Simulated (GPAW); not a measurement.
# Pb (P6_3/mmc) in GPAW: notebook

One crystal, Pb, is run at these levels: PBE, LDA; tasks: band structure, energy-loss spectrum.

All numbers are computed with GPAW 26.7.0; they aren't measurements. Logs are shortened: lines on timing, memory, paths and dates and some standing lists are left out, and cuts for length are marked. The log counts tension as positive stress, the text compression.

### Step 1. The crystal as given

It takes space group P6_3/mmc (No. 194, hexagonal). Conventional cell: a = 3.480 Å, b = 3.480 Å, c = 5.590 Å, α = 90.00°, β = 90.00°, γ = 120.00°. Pb (site symmetry -6m2) has 12 Pb at 3.44 to 3.48 Å as nearest neighbours.

This isn't the form of Pb at room conditions, which is fcc.

### Step 2. Band structure, PBE

The input, run.py:

```python
from ase.dft.bandgap import bandgap
from ase.io import read, write
from ase.units import GPa
from gpaw import GPAW, PW

atoms = read('Pb.xyz')

calc = GPAW(mode=PW(600),
            xc='PBE',
            kpts={'size': (7, 7, 4), 'gamma': True},
            occupations={'name': 'fermi-dirac', 'width': 0.05},
            nbands=24,
            convergence={'density': 1e-05, 'energy': 1e-05},
            maxiter=150,
            txt='gpaw.txt')
atoms.calc = calc
energy = atoms.get_potential_energy()
forces = atoms.get_forces()
stress = atoms.get_stress()
calc.write('gs.gpw')
write('result.traj', atoms)
print(f'Energy: {energy:.6f} eV')
print('Forces (eV/A):')
print(forces.round(4))
print('Stress (GPa):', (stress / GPa).round(3))
print('Fermi level:', round(calc.get_fermi_level(), 4), 'eV')
print(f'Gap: {bandgap(calc)[0]:.4f} eV, direct: {bandgap(calc, direct=True)[0]:.4f} eV')

path = atoms.cell.bandpath('GMKGALHA,LM,KH', npoints=100, eps=1e-4)
bs_calc = calc.fixed_density(kpts=path, symmetry='off', nbands=37,
                             convergence={'bands': 'CBM+6.0', 'eigenstates': 1e-6}, txt='bands.txt')
bs = bs_calc.band_structure()
bs.write('bs.json')
print(f'Gap on the path: {bandgap(bs_calc)[0]:.4f} eV')
```

The input, Pb.xyz:

```xyz
2
Lattice="3.4800000000 0.0000000000 0.0000000000 -1.7400000000 3.0137684052 0.0000000000 0.0000000000 0.0000000000 5.5900000000" Properties=species:S:1:pos:R:3 pbc="T T T"
Pb     1.7400000002      1.0045894683      4.1925000000
Pb    -0.0000000002      2.0091789369      1.3975000000
```

Potentials or basis: GPAW PAW data sets (gpaw-data 1.2.1), pw.

Launch:

```
$ OMP_NUM_THREADS=1 python run.py
```

gpaw.txt:

```text
__  _  _
 | _ |_)|_||  |
 |__||  | ||/\| - 26.7.0

Input parameters:
  mode=PW(ecut=600.0),
  convergence={'density': 1e-05, 'energy': 1e-05},
  kpts=MonkhorstPack(size=(7, 7, 4), gamma=True),
  maxiter=150,
  nbands=24,
  occupations=Occupations(name='fermi-dirac', width=0.05),
  xc=XC(name='PBE')

Diagonalizing LCAO Hamiltonian
Converting LCAO to pw mode

           Pb

        Pb

Atoms  # Å, Bohr magnetons
|   | symbol |         x |        y |        z |    initial magnetic moments |
|---|--------|-----------|----------|----------|-----------------------------|
| 0 |     Pb |  1.740000 | 1.004589 | 4.192500 | ( 0.0000,  0.0000,  0.0000) |
| 1 |     Pb | -0.000000 | 2.009179 | 1.397500 | ( 0.0000,  0.0000,  0.0000) |

Unit cell  # Å
| periodic |         x |        y |        z |  lengths |     angles |
|----------|-----------|----------|----------|----------|------------|
|      yes |  3.480000 | 0.000000 | 0.000000 | 3.480000 |  90.000000 |
|      yes | -1.740000 | 3.013768 | 0.000000 | 3.480000 |  90.000000 |
|      yes |  0.000000 | 0.000000 | 5.590000 | 5.590000 | 120.000000 |

Number of symmetries: 12
Symmetry operations  # r_c * U_cc + t_c -> r_c
|    | kind |            matrix            |
|----|------|------------------------------|
|  0 |  σ   |  1, 1, 0,  0,-1, 0,  0, 0, 1 |
|  1 |  S6  |  1, 1, 0, -1, 0, 0,  0, 0,-1 |
|  2 |  E   |  1, 0, 0,  0, 1, 0,  0, 0, 1 |
|  3 |  C2  |  1, 0, 0, -1,-1, 0,  0, 0,-1 |
|  4 |  C2  |  0, 1, 0,  1, 0, 0,  0, 0,-1 |
|  5 |  C3  |  0, 1, 0, -1,-1, 0,  0, 0, 1 |
|  6 |  S6  |  0,-1, 0,  1, 1, 0,  0, 0,-1 |
|  7 |  σ   |  0,-1, 0, -1, 0, 0,  0, 0, 1 |
|  8 |  σ   | -1, 0, 0,  1, 1, 0,  0, 0, 1 |
|  9 |  i   | -1, 0, 0,  0,-1, 0,  0, 0,-1 |
| 10 |  C3  | -1,-1, 0,  1, 0, 0,  0, 0, 1 |
| 11 |  C2  | -1,-1, 0,  0, 1, 0,  0, 0,-1 |

BZ-sampling:
  Number of BZ points: 196
  Number of IBZ points: 28

  Monkhorst-Pack size: [7, 7, 4]
  Monkhorst-Pack shift: [0.0, 0.0, 0.125]

K-points  # in reciprocal-cell coordinates
|     |                                coordinates |     weight |
|-----|--------------------------------------------|------------|
|   0 | (  0.00000000,   0.00000000,   0.00000000) | 0.00510204 |
|   1 | (  0.00000000,   0.00000000,   0.25000000) | 0.01020408 |
|   2 | (  0.00000000,   0.00000000,   0.50000000) | 0.00510204 |
|   3 | (  0.14285714,   0.00000000,  -0.25000000) | 0.03061224 |
|   4 | (  0.14285714,   0.00000000,   0.00000000) | 0.03061224 |
|   5 | (  0.14285714,   0.00000000,   0.25000000) | 0.03061224 |
|   6 | (  0.14285714,   0.00000000,   0.50000000) | 0.03061224 |
|   7 | (  0.28571429,  -0.14285714,   0.00000000) | 0.03061224 |
|   8 | (  0.28571429,  -0.14285714,   0.25000000) | 0.06122449 |
|   9 | (  0.28571429,  -0.14285714,   0.50000000) | 0.03061224 |
| ... |                                            |            |
|  27 | (  0.42857143,   0.42857143,   0.50000000) | 0.03061224 |

Plane wave coefficients: 1972
Cutoff: 600.0 eV

Spin-components: 1 (collinear spins)
Bands:           24
Projectors:      12
Spin-degeneracy: 2
Datatype:        complex128

Parallelization:
  kpt:    1
  domain: 1
  band:   1

Density:
  Valence electrons: 28.0
  Components: 1
  Grid points: [20 20 32]
  Charge: 0.0  # |e|

Potential:
  Grid points: [20 20 32]

species:
  Pb:
    name:    Lead
    Z:       82.0
    valence: 14
    core:    68
    charge:  0.0  # [|e|]
    compensation charges:
      type: gauss
      rc: 0.38  # [Å]
      lmax: 2
    cutoffs:
      filter: 2.36  # [Å]
      core: 2.43  # [Å]
    projectors
    | kind |    occ | energy [eV] | rcut [Å] |
    |------|--------|-------------|----------|
    |   6s |  2.000 |     -11.969 |    1.259 |
    |   6p |  2.000 |      -3.506 |    1.275 |
    |   5d | 10.000 |     -21.211 |    1.217 |
    |    s |        |      15.243 |    1.259 |
    |    p |        |      23.705 |    1.275 |
    |    d |        |       6.001 |    1.217 |

    Using partial waves for Pb as LCAO basis

Reference energy: -1134548.926728  # eV

eigensolver:
  PPCG
  Converge bands: occupied
  niter=2

density mixing:
  MSR1-Mixer
  Pratt-step length: 0.05
  Maximum mixing coefficient: 0.75
  Old densities: 10
  SVD Regularization: 0.005
  Good broyden scale: 1.0
  Trust region scale: 1.0
  Backstep threshold: 4.0
  History deletion threshold: 6.0
  Fourier metric: weight=20.0, sigma=0.015

occupation numbers:
  Fermi-Dirac:
    width: 0.0500  # eV

poisson solver:
  ecut: 4800.0  # eV

xc functional:
  name: PBE with 2 nearest neighbor stencil

convergence criteria:
- Maximum integral of absolute [dens]ity change: 1e-05 electrons / valence electron
- Maximum [total energy] change in last 3 cyles: 1e-05 eV / valence electron
- Maximum integral of absolute [eigenst]ate change: 4e-08 eV^2 / valence electron
maximum number of iterations: 150

SCF iterations
|iter     | |      energy | eigst |  dens |
|---------|-|-------------|-------|-------|
|iter:   1| |   -7.579031 | -0.10 |       |
|iter:   2| |   -7.579678 | -2.12 | -1.77 |
|iter:   3| |   -7.551408 | -2.43 | -1.80 |
|iter:   4| |   -7.551276 | -3.32 | -2.30 |
|iter:   5| |   -7.551509c| -4.16 | -2.70 |
|iter:   6| |   -7.551514c| -6.06 | -3.80 |
|iter:   7| |   -7.551516c| -6.66 | -4.26 |
|iter:   8| |   -7.551515c| -7.63c| -5.13c|

Converged in 8 steps
Energy contributions relative to reference atoms: (reference = -1134548.926728)

Energy contributions:
  Kinetic:          19.991020
  Coulomb:         -19.362554
  Zero:              0.013938
  External:          0.000000
  Xc:               -8.190521
  Entropy:          -0.006799
  Spinorbit:         0.000000
  ----------------------------
  Free energy:      -7.554915
  Extrapolated:     -7.551515

dipole moment: (0.000003, 0.000004, 0.000008)  # |e|*Ang

Fermi level: 8.129
Eigenvalues  # (at kpt = [0.000, 0.000, 0.000])
| band index |      eig [eV] | occ [0-2] |
|------------|---------------|-----------|
|          0 |        -9.125 |     2.000 |
|        ... |               |           |
|          5 |        -9.037 |     2.000 |
|          6 |        -8.997 |     2.000 |
|          7 |        -8.997 |     2.000 |
|          8 |        -8.800 |     2.000 |
|          9 |        -8.800 |     2.000 |
|         10 |        -3.920 |     2.000 |
[... 8 lines left out ...]
|         19 |        17.099 |     0.000 |
|         20 |        19.602 |     0.000 |
|        ... |               |           |
|         23 |        20.841 |     0.000 |

No gap
No difference between direct/indirect transitions

Forces  # eV/Ang
|        x |       y |        z |
|----------|---------|----------|
|  0.00000 | 0.00000 | -0.00039 |  # Pb   0
| -0.00000 | 0.00000 |  0.00039 |  # Pb   1

Stress tensor  # eV/Ang^3
|         x |         y |         z |
|-----------|-----------|-----------|
| -0.023892 | -0.000000 |  0.000000 |
| -0.000000 | -0.023892 | -0.000000 |
|  0.000000 | -0.000000 | -0.018187 |

# Writing to gs.gpw (mode='')
```

It took 1.8 min on 1 thread of Arm Neoverse N1, shared host; peak memory 0.34 GiB.

Results:

```yaml
Free_energy: -7.5549 eV
Pressure: 3.5 GPa
Band_gap_along_the_path: none (metal or under the smearing width)
```

Stress tensor (GPa, compression positive):
```
3.83 0.00 0.00
0.00 3.83 0.00
0.00 0.00 2.91
```

Levels at the corners of the path, in eV from the Fermi level:
```csv
point,band 10,band 11,band 12,band 13,band 14,band 15,band 16,band 17,band 18,band 19
Γ,-16.93,-12.05,-8.05,-4.46,5.42,5.42,7.32,7.32,7.99,8.68
M,-16.90,-8.47,-7.22,-3.02,-1.56,-0.68,1.64,1.81,5.63,6.04
K,-16.93,-7.37,-7.37,-3.06,-0.58,-0.58,0.68,0.95,0.95,4.82
Γ,-16.93,-12.05,-8.05,-4.46,5.42,5.42,7.32,7.32,7.99,8.68
A,-17.00,-10.77,-10.77,0.89,0.89,6.33,6.33,6.33,6.33,9.14
L,-16.91,-7.61,-7.61,-3.97,-3.97,3.28,3.28,3.62,3.62,6.86
H,-16.92,-7.07,-7.07,-2.78,-2.78,-1.69,-1.69,5.08,5.08,9.11
A,-17.00,-10.77,-10.77,0.89,0.89,6.33,6.33,6.33,6.33,9.14
L,-16.91,-7.61,-7.61,-3.97,-3.97,3.28,3.28,3.62,3.62,6.86
M,-16.90,-8.47,-7.22,-3.02,-1.56,-0.68,1.64,1.81,5.63,6.04
K,-16.93,-7.37,-7.37,-3.06,-0.58,-0.58,0.68,0.95,0.95,4.82
H,-16.92,-7.07,-7.07,-2.78,-2.78,-1.69,-1.69,5.08,5.08,9.11
```

Caveat: spin-orbit coupling is left out, which moves the levels of the heavy elements.

### Step 3. Band structure, PBE, spin-orbit coupling, no magnetisation

Edit run.py of step 2 so:

```diff
@@ -1,5 +1,8 @@
+import numpy as np
 from ase.dft.bandgap import bandgap
 from ase.io import read, write
-from ase.units import GPa
+from ase.units import Bohr, GPa
 from gpaw import GPAW, PW
+from gpaw.elf import elf_from_dft_calculation
+from gpaw.spinorbit import soc_eigenstates
 
@@ -28,2 +31,7 @@
 
+# fields on the real-space grid
+write('density.cube', atoms, data=calc.get_pseudo_density() * Bohr**3)
+write('potential.cube', atoms, data=calc.get_electrostatic_potential())
+write('elf.cube', atoms, data=elf_from_dft_calculation(calc).data)
+
 path = atoms.cell.bandpath('GMKGALHA,LM,KH', npoints=100, eps=1e-4)
@@ -34 +42,7 @@
 print(f'Gap on the path: {bandgap(bs_calc)[0]:.4f} eV')
+
+soc = soc_eigenstates(bs_calc, theta=90, phi=45)
+np.savetxt('soc_bands.dat', soc.eigenvalues(), fmt='%.4f')
+mesh = soc_eigenstates('gs.gpw', theta=90, phi=45)
+np.savetxt('soc_mesh.dat', mesh.eigenvalues(), fmt='%.4f')
+print('Fermi level with spin-orbit coupling:', round(mesh.fermi_level, 4), 'eV')
```

Pb.xyz is that of step 2.

Potentials or basis: GPAW PAW data sets (gpaw-data 1.2.1), pw.

Launch:

```
$ OMP_NUM_THREADS=1 python run.py
```

gpaw.txt:

```text
__  _  _
 | _ |_)|_||  |
 |__||  | ||/\| - 26.7.0

Input parameters:
  mode=PW(ecut=600.0),
  convergence={'density': 1e-05, 'energy': 1e-05},
  kpts=MonkhorstPack(size=(7, 7, 4), gamma=True),
  maxiter=150,
  nbands=24,
  occupations=Occupations(name='fermi-dirac', width=0.05),
  xc=XC(name='PBE')

Diagonalizing LCAO Hamiltonian
Converting LCAO to pw mode

           Pb

        Pb

Atoms  # Å, Bohr magnetons
|   | symbol |         x |        y |        z |    initial magnetic moments |
|---|--------|-----------|----------|----------|-----------------------------|
| 0 |     Pb |  1.740000 | 1.004589 | 4.192500 | ( 0.0000,  0.0000,  0.0000) |
| 1 |     Pb | -0.000000 | 2.009179 | 1.397500 | ( 0.0000,  0.0000,  0.0000) |

Unit cell  # Å
| periodic |         x |        y |        z |  lengths |     angles |
|----------|-----------|----------|----------|----------|------------|
|      yes |  3.480000 | 0.000000 | 0.000000 | 3.480000 |  90.000000 |
|      yes | -1.740000 | 3.013768 | 0.000000 | 3.480000 |  90.000000 |
|      yes |  0.000000 | 0.000000 | 5.590000 | 5.590000 | 120.000000 |

Number of symmetries: 12
Symmetry operations  # r_c * U_cc + t_c -> r_c
|    | kind |            matrix            |
|----|------|------------------------------|
|  0 |  σ   |  1, 1, 0,  0,-1, 0,  0, 0, 1 |
|  1 |  S6  |  1, 1, 0, -1, 0, 0,  0, 0,-1 |
|  2 |  E   |  1, 0, 0,  0, 1, 0,  0, 0, 1 |
|  3 |  C2  |  1, 0, 0, -1,-1, 0,  0, 0,-1 |
|  4 |  C2  |  0, 1, 0,  1, 0, 0,  0, 0,-1 |
|  5 |  C3  |  0, 1, 0, -1,-1, 0,  0, 0, 1 |
|  6 |  S6  |  0,-1, 0,  1, 1, 0,  0, 0,-1 |
|  7 |  σ   |  0,-1, 0, -1, 0, 0,  0, 0, 1 |
|  8 |  σ   | -1, 0, 0,  1, 1, 0,  0, 0, 1 |
|  9 |  i   | -1, 0, 0,  0,-1, 0,  0, 0,-1 |
| 10 |  C3  | -1,-1, 0,  1, 0, 0,  0, 0, 1 |
| 11 |  C2  | -1,-1, 0,  0, 1, 0,  0, 0,-1 |

BZ-sampling:
  Number of BZ points: 196
  Number of IBZ points: 28

  Monkhorst-Pack size: [7, 7, 4]
  Monkhorst-Pack shift: [0.0, 0.0, 0.125]

K-points  # in reciprocal-cell coordinates
|     |                                coordinates |     weight |
|-----|--------------------------------------------|------------|
|   0 | (  0.00000000,   0.00000000,   0.00000000) | 0.00510204 |
|   1 | (  0.00000000,   0.00000000,   0.25000000) | 0.01020408 |
|   2 | (  0.00000000,   0.00000000,   0.50000000) | 0.00510204 |
|   3 | (  0.14285714,   0.00000000,  -0.25000000) | 0.03061224 |
|   4 | (  0.14285714,   0.00000000,   0.00000000) | 0.03061224 |
|   5 | (  0.14285714,   0.00000000,   0.25000000) | 0.03061224 |
|   6 | (  0.14285714,   0.00000000,   0.50000000) | 0.03061224 |
|   7 | (  0.28571429,  -0.14285714,   0.00000000) | 0.03061224 |
|   8 | (  0.28571429,  -0.14285714,   0.25000000) | 0.06122449 |
|   9 | (  0.28571429,  -0.14285714,   0.50000000) | 0.03061224 |
| ... |                                            |            |
|  27 | (  0.42857143,   0.42857143,   0.50000000) | 0.03061224 |

Plane wave coefficients: 1972
Cutoff: 600.0 eV

Spin-components: 1 (collinear spins)
Bands:           24
Projectors:      12
Spin-degeneracy: 2
Datatype:        complex128

Parallelization:
  kpt:    1
  domain: 1
  band:   1

Density:
  Valence electrons: 28.0
  Components: 1
  Grid points: [20 20 32]
  Charge: 0.0  # |e|

Potential:
  Grid points: [20 20 32]

species:
  Pb:
    name:    Lead
    Z:       82.0
    valence: 14
    core:    68
    charge:  0.0  # [|e|]
    compensation charges:
      type: gauss
      rc: 0.38  # [Å]
      lmax: 2
    cutoffs:
      filter: 2.36  # [Å]
      core: 2.43  # [Å]
    projectors
    | kind |    occ | energy [eV] | rcut [Å] |
    |------|--------|-------------|----------|
    |   6s |  2.000 |     -11.969 |    1.259 |
    |   6p |  2.000 |      -3.506 |    1.275 |
    |   5d | 10.000 |     -21.211 |    1.217 |
    |    s |        |      15.243 |    1.259 |
    |    p |        |      23.705 |    1.275 |
    |    d |        |       6.001 |    1.217 |

    Using partial waves for Pb as LCAO basis

Reference energy: -1134548.926728  # eV

eigensolver:
  PPCG
  Converge bands: occupied
  niter=2

density mixing:
  MSR1-Mixer
  Pratt-step length: 0.05
  Maximum mixing coefficient: 0.75
  Old densities: 10
  SVD Regularization: 0.005
  Good broyden scale: 1.0
  Trust region scale: 1.0
  Backstep threshold: 4.0
  History deletion threshold: 6.0
  Fourier metric: weight=20.0, sigma=0.015

occupation numbers:
  Fermi-Dirac:
    width: 0.0500  # eV

poisson solver:
  ecut: 4800.0  # eV

xc functional:
  name: PBE with 2 nearest neighbor stencil

convergence criteria:
- Maximum integral of absolute [dens]ity change: 1e-05 electrons / valence electron
- Maximum [total energy] change in last 3 cyles: 1e-05 eV / valence electron
- Maximum integral of absolute [eigenst]ate change: 4e-08 eV^2 / valence electron
maximum number of iterations: 150

SCF iterations
|iter     | |      energy | eigst |  dens |
|---------|-|-------------|-------|-------|
|iter:   1| |   -7.579031 | -0.10 |       |
|iter:   2| |   -7.579678 | -2.12 | -1.77 |
|iter:   3| |   -7.551408 | -2.43 | -1.80 |
|iter:   4| |   -7.551276 | -3.32 | -2.30 |
|iter:   5| |   -7.551509c| -4.16 | -2.70 |
|iter:   6| |   -7.551514c| -6.06 | -3.80 |
|iter:   7| |   -7.551516c| -6.66 | -4.26 |
|iter:   8| |   -7.551515c| -7.63c| -5.13c|

Converged in 8 steps
Energy contributions relative to reference atoms: (reference = -1134548.926728)

Energy contributions:
  Kinetic:          19.991020
  Coulomb:         -19.362554
  Zero:              0.013938
  External:          0.000000
  Xc:               -8.190521
  Entropy:          -0.006799
  Spinorbit:         0.000000
  ----------------------------
  Free energy:      -7.554915
  Extrapolated:     -7.551515

dipole moment: (0.000003, 0.000004, 0.000008)  # |e|*Ang

Fermi level: 8.129
Eigenvalues  # (at kpt = [0.000, 0.000, 0.000])
| band index |      eig [eV] | occ [0-2] |
|------------|---------------|-----------|
|          0 |        -9.125 |     2.000 |
|        ... |               |           |
|          5 |        -9.037 |     2.000 |
|          6 |        -8.997 |     2.000 |
|          7 |        -8.997 |     2.000 |
|          8 |        -8.800 |     2.000 |
|          9 |        -8.800 |     2.000 |
|         10 |        -3.920 |     2.000 |
[... 8 lines left out ...]
|         19 |        17.099 |     0.000 |
|         20 |        19.602 |     0.000 |
|        ... |               |           |
|         23 |        20.841 |     0.000 |

No gap
No difference between direct/indirect transitions

Forces  # eV/Ang
|        x |       y |        z |
|----------|---------|----------|
|  0.00000 | 0.00000 | -0.00039 |  # Pb   0
| -0.00000 | 0.00000 |  0.00039 |  # Pb   1

Stress tensor  # eV/Ang^3
|         x |         y |         z |
|-----------|-----------|-----------|
| -0.023892 | -0.000000 |  0.000000 |
| -0.000000 | -0.023892 | -0.000000 |
|  0.000000 | -0.000000 | -0.018187 |

# Writing to gs.gpw (mode='')
```

It took 1.9 min on 1 thread of Arm Neoverse N1, shared host; peak memory 0.38 GiB.

What came out:

```yaml
Free_energy: -7.5549 eV
Pressure: 3.5 GPa
Band_gap_along_the_path: none (metal or under the smearing width)
```

Stress tensor (GPa, compression positive):
```
3.83 0.00 0.00
0.00 3.83 0.00
0.00 0.00 2.91
```

Levels at the corners of the path, in eV from the Fermi level:
```tsv
point	band 26	band 27	band 28	band 29	band 30	band 31
Γ	-4.56	4.36	4.36	4.69	4.69	6.63
M	-3.13	-2.18	-2.18	-0.33	-0.33	1.60
K	-3.27	-1.53	-1.53	0.05	0.05	0.25
Γ	-4.56	4.36	4.36	4.69	4.69	6.63
A	0.55	0.55	0.55	5.31	5.32	5.33
L	-4.09	-4.09	-4.09	2.62	2.62	2.63
H	-3.33	-2.86	-2.86	-1.84	-1.84	-1.12
A	0.55	0.55	0.55	5.31	5.32	5.33
L	-4.09	-4.09	-4.09	2.62	2.62	2.63
M	-3.13	-2.18	-2.18	-0.33	-0.33	1.60
K	-3.27	-1.53	-1.53	0.05	0.05	0.25
H	-3.33	-2.86	-2.86	-1.84	-1.84	-1.12
```

Caveat: spin-orbit coupling was added after a scalar SCF, so levels and gaps hold it while energy, forces, pressure and moments don't; this program's spin-orbit splittings come out too wide for heavy elements.

(Continued in part 2 of 2.)
